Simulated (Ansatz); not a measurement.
BaF$_{2}$:
```yaml
crystal:
  lattice:
    - [0.00000, 3.12314, 3.12314]
    - [3.12314, 0.00000, 3.12314]
    - [3.12314, 3.12314, 0.00000]
  atoms:
    - { symbol: Ba, position: [0.00000, 0.00000, 0.00000] }
    - { symbol: F, position: [0.25000, 0.25000, 0.25000] }
    - { symbol: F, position: [0.75000, 0.75000, 0.75000] }
```

Relaxed with PBE. Special points in fractions of this cell's reciprocal vectors: Γ (0.000, 0.000, 0.000); X (0.500, 0.000, 0.500); U (0.625, 0.250, 0.625); K (0.375, 0.375, 0.750); L (0.500, 0.500, 0.500); W (0.500, 0.250, 0.750).

### Question
List the band energies nearest the valence-band maximum at these points for plane-wave PAW PBE (Ansatz code).

### Answer
In eV from the valence-band maximum; about four levels below and three above (degenerate sets whole), none deeper than 8.9 eV; points with the same levels are listed once.

```csv
k,below,above
Γ,-1.41 -1.41 -1.41 -0.09 -0.09 -0.09,6.73 9.18 9.18
X,-0.34 -0.34 -0.32 -0.32 -0.14,7.27 8.96 10.62
U,-0.49 -0.35 -0.20 -0.16,7.52 9.31 9.86
L,-0.63 -0.36 -0.18 -0.18,9.04 9.16 9.16
W,-0.34 -0.34 -0.28 -0.19,7.53 9.74 9.81 9.81
```

Space group Fm-3m (fluorite). The PBE relaxation kept the symmetry of its start. Spin–orbit coupling is left out wherever it is not named.

Potentials: the later of the program's two PAW sets.
